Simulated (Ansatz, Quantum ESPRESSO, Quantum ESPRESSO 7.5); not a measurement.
**RbCl(001): dielectric constant from slabs in a field**

Wanted: electronic and ionic screening from finite-field slabs, the first being RbCl(001), 5 layers.

Program: Quantum ESPRESSO 7.5. Level of theory: plane-wave DFT, LDA, GBRV ultrasoft pseudopotentials (geometry by Ansatz 0.2.0 with PAW datasets; geometry under PBE). Results are calculated unless marked as measured.

## (1) The starting structure

The cell holds 10 atoms: 5 Rb and 5 Cl. Cell: a = 4.723 Å, b = 4.723 Å, c = 29.360 Å, α = 90.0°, β = 90.0°, γ = 90.0°. It derives from RbCl. Vacuum lies along c.

## (2) Relaxation with Ansatz, 5 layers

A relaxation in Ansatz fixes the structure of this slab for the runs on it.

input.yaml

```yaml
crystal:
  lattice:
    - [4.7234732983, 0.0, 0.0]
    - [0.0, 4.7234732983, 0.0]
    - [0.0, 0.0, 29.36]
  atoms:
    - { symbol: Rb, position: [0.0, 0.0, 0.272479564] }
    - { symbol: Cl, position: [0.5, 0.5, 0.272479564] }
    - { symbol: Rb, position: [0.5, 0.5, 0.386239782] }
    - { symbol: Cl, position: [0.0, 0.0, 0.386239782] }
    - { symbol: Rb, position: [0.0, 0.0, 0.5] }
    - { symbol: Cl, position: [0.5, 0.5, 0.5] }
    - { symbol: Rb, position: [0.5, 0.5, 0.613760218] }
    - { symbol: Cl, position: [0.0, 0.0, 0.613760218] }
    - { symbol: Rb, position: [0.0, 0.0, 0.727520436] }
    - { symbol: Cl, position: [0.5, 0.5, 0.727520436] }
kpoints:
  mp_grid: { grid: [4, 4, 1] }
hamiltonian:
  xc: pbe
scf:
  occupations: { method: fixed }
  convergence: { dr2_threshold: 1.0e-09 }
efield:
  axis: 3
  dipole_correction: true
  ramp_position: 0.97
  ramp_width: 0.04
relax:
  f_tol: 0.003
output:
  write_potential: true
  write_density: true
  volumetric_format: npy
```

The run is started by

```
$ ansatz run input.yaml --threads 8 --pin off --max-ram 16384MiB --backend cpu --events-out ev --progress --plain --runs-dir out
```

Numbers of over 12 decimals in the logs are rounded to 6 here.

The log of the run:

```text
Engine: ansatz 0.2.0, aarch64-unknown-linux-gnu
Pseudopotentials: kind: paw
Pseudopotential: Rb, paw, valence charge 9, recommended cutoff 420 eV (normal), Rb.paw.azcp
Pseudopotential: Cl, paw, valence charge 7, recommended cutoff 420 eV (normal), Cl.paw.azcp
Functional definition: PBE
  parameter kappa = 0.804
  parameter beta = 0.066725
  exchange = pbe_x(kappa = kappa, mu = beta*pi^2/3)
  correlation = pbe_c(beta = beta)
Crystal: 10 atoms, lattice volume = 655.057 Å³
Basis set: ecut = 420 eV, 12731 PW (Γ), exchange–correlation on 64×64×400 points (8 copies of the dense FFT grid, shifted against one another)
Bands: 50, of which v1, the nominal top of the filled ones, is band 40 counted from 1 (39 counted from 0)
Symmetry: 8 space group operations
k-points: 6 of 16
Non-local potential: Rb, projectors of the file, l = 0: 3, l = 1: 2, l = 2: 2
Non-local potential: Cl, projectors of the file, l = 0: 2, l = 1: 2, l = 2: 2
PAW form: soft (Blöchl's): semilocal exchange-correlation on the pseudo side does not see the compensation charge
PAW one-centre angular grid: Rb, 110 points (default); XC on 64 Gauss nodes
PAW one-centre angular grid: Cl, 110 points (default); XC on 64 Gauss nodes
Initial density: superposition of atomic densities (neutral atoms: chi_scale 0, normalization atom), corrected by the library's trained network
Initial wavefunctions: pseudopotential atomic-orbital guess
Functional: x = pbe(κ = 0.804, μ = 0.219515), c = pbe(β = 0.066725)
SCF iter   1: F=—  HF=-21753.532507 eV  |F-HF|=—  |Δ(HF+E_count)|=         —  Δρ=3.97e-4  dr2=6.24e-3  ethr=1.77e-3  p=0.000 e·Å  D=5.62e-5 V/Å  ΔV_dip=-0.00 eV  dr2_dipole=2.72e-8  V_vac-E_F(+/−)=5.98/5.98 eV  ⟨swp⟩=6.3  Hψ=1153  notcnv=0  defer=39
efield: sawtooth ramp at fractional position 0.9700 (set: `efield.ramp_position`, or a place that a band, a saddle search or an elastic batch's reference lends), width 0.0400; the density the first Hamiltonian is built on has a dipole p = 0.000 e·Å; the dipole correction subtracts the counter field D = 5.62e-5 V/Å, which shifts the + side's vacuum level by -0.00 eV against the − side's; the planar-averaged density in the ramp window peaks in size at 7.3e-6 e/Å³
preconditioner: auto → Resta (q_TF=auto, 1.922 Å⁻¹)  ε∞=2.0  [insulator: Δε(μ)=4.651 eV  Ē_g=12.382 eV  n_scr=80 (ndim 8)  ℏωp=12.1 eV  f_vac=0.444  ε∞_Penn≈2.0  vacuum switching on, ρ_ref=1.1e-2 e/Å³]
SCF iter   2: F=—  HF=-21753.533487 eV  |F-HF|=—  |Δ(HF+E_count)|=   9.80e-4  Δρ=1.87e-4  dr2=5.65e-4  ethr=7.81e-6  p=0.000 e·Å  D=9.36e-6 V/Å  ΔV_dip=-0.00 eV  dr2_dipole=8.07e-12  V_vac-E_F(+/−)=5.98/5.98 eV  ⟨swp⟩=5.2  Hψ=609  notcnv=0  defer=48
density mixer auto → msr1: gapped (density of states about μ 0.00 of a free-electron gas's, 80 screened modes)
SCF iter   3: F=—  HF=-21753.533700 eV  |F-HF|=—  |Δ(HF+E_count)|=   2.14e-4  Δρ=8.39e-5  dr2=1.10e-4  ethr=7.06e-7  p=0.000 e·Å  D=3.09e-6 V/Å  ΔV_dip=-0.00 eV  dr2_dipole=1.06e-11  V_vac-E_F(+/−)=5.96/5.96 eV  ⟨swp⟩=3.7  Hψ=404  notcnv=0  defer=48
SCF iter   4: F=—  HF=-21753.533807 eV  |F-HF|=—  |Δ(HF+E_count)|=   1.07e-4  Δρ=2.20e-5  dr2=3.36e-6  ethr=1.37e-7  p=-0.000 e·Å  D=-2.63e-6 V/Å  ΔV_dip=0.00 eV  dr2_dipole=5.70e-11  V_vac-E_F(+/−)=5.96/5.96 eV  ⟨swp⟩=3.5  Hψ=447  notcnv=0  defer=48
SCF iter   5: F=—  HF=-21753.533803 eV  |F-HF|=—  |Δ(HF+E_count)|=   4.01e-6  Δρ=5.51e-6  dr2=2.29e-7  ethr=4.21e-9  p=-0.000 e·Å  D=-3.32e-7 V/Å  ΔV_dip=0.00 eV  dr2_dipole=8.26e-13  V_vac-E_F(+/−)=5.96/5.96 eV  ⟨swp⟩=2.0  Hψ=491  notcnv=0  defer=47
SCF iter   6: F=—  HF=-21753.533803 eV  |F-HF|=—  |Δ(HF+E_count)|=   2.99e-7  Δρ=1.10e-6  dr2=6.43e-9  ethr=2.86e-10  p=-0.000 e·Å  D=-4.77e-7 V/Å  ΔV_dip=0.00 eV  dr2_dipole=5.67e-13  V_vac-E_F(+/−)=5.96/5.96 eV  ⟨swp⟩=2.0  Hψ=481  notcnv=0  defer=47
SCF iter   7: F=-21753.533803 eV  HF=-21753.533803 eV  |F-HF|=3.82e-10  |Δ(HF+E_count)|=   6.54e-9  Δρ=2.92e-7  dr2=5.61e-10  ethr=1.25e-12  p=-0.000 e·Å  D=-2.34e-7 V/Å  ΔV_dip=0.00 eV  dr2_dipole=4.65e-13  V_vac-E_F(+/−)=5.96/5.96 eV  ⟨swp⟩=8.0  Hψ=1865  notcnv=0
SCF 1 converged in 7 iterations: F = -21753.533803 eV  dr2 = 5.61e-10
  greatest PAW one-centre occupation: 0.973 electrons in one spin orbital (limit 2), on the Rb atom at site 6 (counted from 0), in its partial waves of l = 0
relax step   1: F+E_penalty+E_count = -21753.53380326 eV  Δ(F+E_penalty+E_count) = +0.000e0 eV  max|allowed force component| = 3.753e-2 eV/Å  Δτ_max = 0.0000 Å  (7 SCF iters, accepted)
Initial density: handed on by an earlier stage of this run
Initial wavefunctions: those handed on with the density
iter 1 solved again at ethr=9.59e-7 eV; its pass at ethr=3.10e-3 eV (dr2=7.67e-4 eV) is discarded
SCF iter   1: F=—  HF=-21753.535001 eV  |F-HF|=—  |Δ(HF+E_count)|=         —  Δρ=1.41e-4  dr2=7.73e-4  ethr=9.59e-7  p=-0.000 e·Å  D=-2.34e-7 V/Å  ΔV_dip=0.00 eV  dr2_dipole=1.29e-13  V_vac-E_F(+/−)=5.96/5.96 eV  ⟨swp⟩=2.7  Hψ=931  notcnv=0  defer=48
efield: sawtooth ramp at fractional position 0.9700 (set: `efield.ramp_position`, or a place that a band, a saddle search or an elastic batch's reference lends), width 0.0400; the density the first Hamiltonian is built on has a dipole p = -0.000 e·Å; the dipole correction subtracts the counter field D = -2.34e-7 V/Å, which shifts the + side's vacuum level by +0.00 eV against the − side's; the planar-averaged density in the ramp window peaks in size at 7.8e-8 e/Å³
preconditioner: auto → Resta (q_TF=auto, 1.922 Å⁻¹)  ε∞=2.0  [insulator: Δε(μ)=4.739 eV  Ē_g=12.346 eV  n_scr=80 (ndim 8)  ℏωp=12.1 eV  f_vac=0.443  ε∞_Penn≈2.0  vacuum switching on, ρ_ref=1.1e-2 e/Å³]
SCF iter   2: F=—  HF=-21753.534878 eV  |F-HF|=—  |Δ(HF+E_count)|=   1.23e-4  Δρ=7.38e-5  dr2=7.78e-5  ethr=9.59e-7  p=-0.000 e·Å  D=-1.56e-7 V/Å  ΔV_dip=0.00 eV  dr2_dipole=1.34e-14  V_vac-E_F(+/−)=5.98/5.98 eV  ⟨swp⟩=3.2  Hψ=386  notcnv=0  defer=48  κ⁻¹=1.0e0(r=1)
density mixer auto → broyden: gapped, where msr1 would fit the directions that read negative (density of states about μ 0.00 of a free-electron gas's, 80 screened modes)
SCF iter   3: F=—  HF=-21753.534874 eV  |F-HF|=—  |Δ(HF+E_count)|=   4.37e-6  Δρ=3.06e-5  dr2=1.23e-5  ethr=9.72e-8  p=-0.000 e·Å  D=-1.88e-7 V/Å  ΔV_dip=0.00 eV  dr2_dipole=6.40e-15  V_vac-E_F(+/−)=6.00/6.00 eV  ⟨swp⟩=2.5  Hψ=356  notcnv=0  defer=48  κ⁻¹=3.3e-2(r=2)
SCF iter   4: F=—  HF=-21753.534864 eV  |F-HF|=—  |Δ(HF+E_count)|=   1.03e-5  Δρ=9.54e-6  dr2=4.42e-7  ethr=1.53e-8  p=-0.000 e·Å  D=-2.20e-7 V/Å  ΔV_dip=0.00 eV  dr2_dipole=2.23e-14  V_vac-E_F(+/−)=6.00/6.00 eV  ⟨swp⟩=2.2  Hψ=473  notcnv=0  defer=48  κ⁻¹=5.2e-4(r=3)
SCF iter   5: F=—  HF=-21753.534877 eV  |F-HF|=—  |Δ(HF+E_count)|=   1.36e-5  Δρ=1.43e-6  dr2=1.17e-8  ethr=5.52e-10  p=-0.000 e·Å  D=-1.57e-7 V/Å  ΔV_dip=0.00 eV  dr2_dipole=8.09e-14  V_vac-E_F(+/−)=6.00/6.00 eV  ⟨swp⟩=2.2  Hψ=485  notcnv=0  defer=43  κ⁻¹=2.7e-5(r=4)
SCF iter   6: F=—  HF=-21753.534877 eV  |F-HF|=—  |Δ(HF+E_count)|=   6.34e-9  Δρ=4.93e-7  dr2=1.26e-9  ethr=1.25e-12  p=-0.000 e·Å  D=-2.29e-7 V/Å  ΔV_dip=0.00 eV  dr2_dipole=1.18e-12  V_vac-E_F(+/−)=6.00/6.00 eV  ⟨swp⟩=8.0  Hψ=1845  notcnv=0  κ⁻¹=7.1e-6(r=5)
SCF iter   7: F=-21753.534877 eV  HF=-21753.534877 eV  |F-HF|=1.75e-10  |Δ(HF+E_count)|=   1.78e-9  Δρ=1.64e-7  dr2=1.16e-10  ethr=1.25e-12  p=0.000 e·Å  D=8.65e-8 V/Å  ΔV_dip=-0.00 eV  dr2_dipole=1.01e-15  V_vac-E_F(+/−)=6.00/6.00 eV  ⟨swp⟩=7.0  Hψ=1610  notcnv=0
SCF 2 converged in 7 iterations: F = -21753.534877 eV  dr2 = 1.16e-10
relax step   2: F+E_penalty+E_count = -21753.53487716 eV  Δ(F+E_penalty+E_count) = -1.074e-3 eV  max|allowed force component| = 1.670e-2 eV/Å  Δτ_max = 0.0112 Å  (7 SCF iters, accepted)
SCF iter   1: F=—  HF=-21753.535208 eV  |F-HF|=—  |Δ(HF+E_count)|=         —  Δρ=1.24e-4  dr2=4.07e-4  ethr=3.67e-6  p=0.000 e·Å  D=8.55e-8 V/Å  ΔV_dip=-0.00 eV  dr2_dipole=1.98e-12  V_vac-E_F(+/−)=6.00/6.00 eV  ⟨swp⟩=4.3  Hψ=542  notcnv=0  defer=48
efield: sawtooth ramp at fractional position 0.9700 (set: `efield.ramp_position`, or a place that a band, a saddle search or an elastic batch's reference lends), width 0.0400; the density the first Hamiltonian is built on has a dipole p = 0.000 e·Å; the dipole correction subtracts the counter field D = 8.55e-8 V/Å, which shifts the + side's vacuum level by -0.00 eV against the − side's; the planar-averaged density in the ramp window peaks in size at 1.1e-7 e/Å³
preconditioner: auto → Resta (q_TF=auto, 1.922 Å⁻¹)  ε∞=2.0  [insulator: Δε(μ)=4.725 eV  Ē_g=12.346 eV  n_scr=80 (ndim 8)  ℏωp=12.1 eV  f_vac=0.443  ε∞_Penn≈2.0  vacuum switching on, ρ_ref=1.1e-2 e/Å³]
SCF iter   2: F=—  HF=-21753.535097 eV  |F-HF|=—  |Δ(HF+E_count)|=   1.11e-4  Δρ=5.57e-5  dr2=2.85e-5  ethr=5.08e-7  p=-0.000 e·Å  D=-2.09e-7 V/Å  ΔV_dip=0.00 eV  dr2_dipole=1.74e-13  V_vac-E_F(+/−)=6.01/6.01 eV  ⟨swp⟩=2.2  Hψ=437  notcnv=0  defer=48  κ⁻¹=1.0e0(r=1)
density mixer auto → broyden: gapped, where msr1 would fit the directions that read negative (density of states about μ 0.00 of a free-electron gas's, 80 screened modes)
SCF iter   3: F=—  HF=-21753.535094 eV  |F-HF|=—  |Δ(HF+E_count)|=   2.28e-6  Δρ=2.41e-5  dr2=3.97e-6  ethr=3.56e-8  p=-0.000 e·Å  D=-3.17e-7 V/Å  ΔV_dip=0.00 eV  dr2_dipole=8.92e-14  V_vac-E_F(+/−)=6.01/6.01 eV  ⟨swp⟩=2.2  Hψ=335  notcnv=0  defer=44  κ⁻¹=1.8e-2(r=2)
SCF iter   4: F=—  HF=-21753.535118 eV  |F-HF|=—  |Δ(HF+E_count)|=   2.37e-5  Δρ=4.46e-6  dr2=7.35e-8  ethr=4.96e-9  p=-0.000 e·Å  D=-4.37e-7 V/Å  ΔV_dip=0.00 eV  dr2_dipole=1.14e-14  V_vac-E_F(+/−)=6.01/6.01 eV  ⟨swp⟩=2.0  Hψ=451  notcnv=0  defer=37  κ⁻¹=1.8e-4(r=3)
SCF iter   5: F=—  HF=-21753.535118 eV  |F-HF|=—  |Δ(HF+E_count)|=   7.27e-8  Δρ=8.46e-7  dr2=3.64e-9  ethr=9.18e-11  p=-0.000 e·Å  D=-4.00e-7 V/Å  ΔV_dip=0.00 eV  dr2_dipole=9.77e-15  V_vac-E_F(+/−)=6.01/6.01 eV  ⟨swp⟩=2.0  Hψ=488  notcnv=0  defer=37  κ⁻¹=2.2e-5(r=4)
SCF iter   6: F=-21753.535118 eV  HF=-21753.535118 eV  |F-HF|=5.82e-10  |Δ(HF+E_count)|=   3.35e-9  Δρ=3.20e-7  dr2=3.71e-10  ethr=1.25e-12  p=-0.000 e·Å  D=-4.23e-7 V/Å  ΔV_dip=0.00 eV  dr2_dipole=1.27e-12  V_vac-E_F(+/−)=6.01/6.01 eV  ⟨swp⟩=7.0  Hψ=1708  notcnv=0
SCF 3 converged in 6 iterations: F = -21753.535118 eV  dr2 = 3.71e-10
  greatest PAW one-centre occupation: 0.973 electrons in one spin orbital (limit 2), on the Rb atom at site 2 (counted from 0), in its partial waves of l = 0
relax step   3: F+E_penalty+E_count = -21753.53511818 eV  Δ(F+E_penalty+E_count) = -2.410e-4 eV  max|allowed force component| = 2.116e-3 eV/Å  Δτ_max = 0.0095 Å  (6 SCF iters, accepted)
NSCF: frozen V_eff on 6 k-points
the search or the solves at the SCF's close seem to have found levels that the self-consistency loop had missed (the run counts 3). By its estimate they hold under 1e-12 electrons; where the run keeps them, the occupations were computed again with them
WARN: The output density's exchange-correlation potential varies sharply where the density is thin. Do not read a vacuum level from v_tot or v_xc, or from such a field of the output density. On a cell that repeats whose density bears no net charge and no dipole along the vacuum's axis use v_es (v_loc + v_h of the components); under efield.dipole_correction with no amplitude use v_es + v_field, which holds any externa [...]
SCF converged after 6 iterations
Stability not checked: this state was not tested for a lower state beside it, because the mixer in use, unlike msr1, does not test its closes by its own steps (another_mixer; see scf.mixing.algorithm and scf.lower_state_search)
Free energy (F): -21753.535118 eV
Harris-Foulkes:  -21753.535118 eV  (|F-HF|=5.82e-10)
Internal energy: -21753.535118 eV  (E = F + TS)
E sigma→0 (E₀):  -21753.535118 eV
Fermi energy:    -2.120497 eV
Dipole field:    D = 0.000000 V/Å  (p = 0.000002 e·Å, saw-weighted, corrected)
Work function:   Φ+ = 6.0083 eV   Φ− = 6.0083 eV
Levels:          The Fermi level and band energies are counted from a zero that moves with the ramp; work functions are not
--- Per-component energies (eV) ---
  E_band       = -791.845431
  E_kinetic    = 1771.395618
  E_local      = -28720.398116  (includes V_loc(G=0)·N_el)
  E_nonlocal   = 1007.451573
  E_hartree    = 13309.611796
  E_xc         = -1193.045425
  E_vxc        = -1300.228355  (∫ρ·V_xc dr)
  E_paw        = -16386.539199  (= ΣΔE_a)
  E_vpaw       = -169.290470  (= ΣTr[D̂ρ^β])
  E_aug_tail   = 0.000446  (compensation charges beyond the density's cutoff)
  E_efield     = 0.000000  (sawtooth field / dipole correction)
  E_vefield    = -0.000010  (∫n·V_field dr)
  E_ewald      = 8457.988189
  E_smearing   = -0.000000  (= −TS)
  E_closure    = 0.000000  (closes the sum)
  Σ components = -21753.535118   (vs F -21753.535118, Δ=0.00e0)
--- Forces (eV/Å), atoms counted from 1 ---
  atom   1  Rb    -0.00000000     0.00000000    -0.00049635
  atom   2  Cl    -0.00000000     0.00000000     0.00211512
  atom   3  Rb     0.00000000     0.00000000    -0.00201021
  atom   4  Cl    -0.00000000     0.00000000    -0.00045203
  atom   5  Rb     0.00000000     0.00000000     0.00000117
  atom   6  Cl     0.00000000     0.00000000    -0.00000088
  atom   7  Rb     0.00000000     0.00000000     0.00201258
  atom   8  Cl     0.00000000     0.00000000     0.00044921
  atom   9  Rb     0.00000000     0.00000000     0.00049770
  atom  10  Cl     0.00000000     0.00000000    -0.00211631
  max |Σ_I F_I| component: 8.57e-9 eV/Å
--- Band table (eV; the first three rows and the last of 6) ---
  k-point 0: bands = [... 36 lower, -2.1214, -2.1214, -2.1205, -2.1205, 2.5973, 2.7783, 3.2349, 3.8206, ... 6 higher]
  k-point 1: bands = [... 36 lower, -2.2597, -2.2436, -2.2431, -2.2217, 3.2820, 3.3734, 3.8473, 4.4020, ... 6 higher]
  k-point 2: bands = [... 36 lower, -2.3601, -2.3600, -2.2650, -2.2453, 4.4535, 4.4798, 4.7470, 4.7957, ... 6 higher]
  k-point 5: bands = [... 36 lower, -2.2782, -2.2782, -2.2133, -2.1751, 4.1413, 4.1413, 4.5606, 4.5606, ... 6 higher]
--- Relaxed structure (3 steps of the walk, 3 accepted, 0 SCFs on fresh bases) ---
  F+E_penalty+E_count = -21753.53511818 eV   max|allowed force component| = 2.116e-3 eV/Å
  atoms:
    - { symbol: Rb, position: [0, 0.0, 0.272940] }
    - { symbol: Cl, position: [0.500000, 0.500000, 0.272149] }
    - { symbol: Rb, position: [0.500000, 0.500000, 0.385695] }
    - { symbol: Cl, position: [0, 0.0, 0.385743] }
    - { symbol: Rb, position: [0, 0.0, 0.500000] }
    - { symbol: Cl, position: [0.500000, 0.500000, 0.500000] }
    - { symbol: Rb, position: [0.500000, 0.500000, 0.614305] }
    - { symbol: Cl, position: [0, 0.0, 0.614257] }
    - { symbol: Rb, position: [0, 0.0, 0.727060] }
    - { symbol: Cl, position: [0.500000, 0.500000, 0.727851] }
```

Elapsed: 5.2 s, on 8 threads of Arm Neoverse V2, shared host; peak memory 1.2 GiB; 38 s of CPU time.

The steps of the relaxation:

```
step  energy less that of the first step (eV)  largest force component (eV/Å)
   1                                   0.0000                          0.0375
   2                                  -0.0011                          0.0167
   3                                  -0.0013                          0.0021
```

The atoms that moved most (Å):

| atom | dx | dy | dz | length |
| --- | --- | --- | --- | --- |
| Rb3 | 0.000 | 0.000 | -0.016 | 0.016 |
| Rb7 | 0.000 | 0.000 | 0.016 | 0.016 |
| Cl8 | 0.000 | 0.000 | 0.015 | 0.015 |
| Cl4 | 0.000 | 0.000 | -0.015 | 0.015 |
| Rb9 | 0.000 | 0.000 | -0.014 | 0.014 |
| Rb1 | 0.000 | 0.000 | 0.014 | 0.014 |
| Cl10 | 0.000 | 0.000 | 0.010 | 0.010 |
| Cl2 | 0.000 | 0.000 | -0.010 | 0.010 |

This step gave:

* free energy: -21753.5351 eV
* gap by band count: 4.718 eV
* symmetry operations: 8
* dipole along the normal: 1.50e-6 e·Å
* valence top, on the run's zero: -2.120 eV
* vacuum level at the upper face over the valence top of the mesh: 6.008 eV
* vacuum level at the lower face over the valence top of the mesh: 6.008 eV

(Part 1 of 5 ends here.)

[Logs are printed without paths, hosts, clocks, repeated set-up lines and the standing remarks that a program may print on its own settings, such as how far it seeks lower states.]

[Hosts, paths, dates, database ids (printed as entryN), source tags and the programs' standing remarks are cut or masked in the printed files.]

[Maps of the electrostatic potential energy from Ansatz leave out the sawtooth potential of an applied field or a dipole correction, so their vacuum need not be flat; planar profiles and work functions include it.]
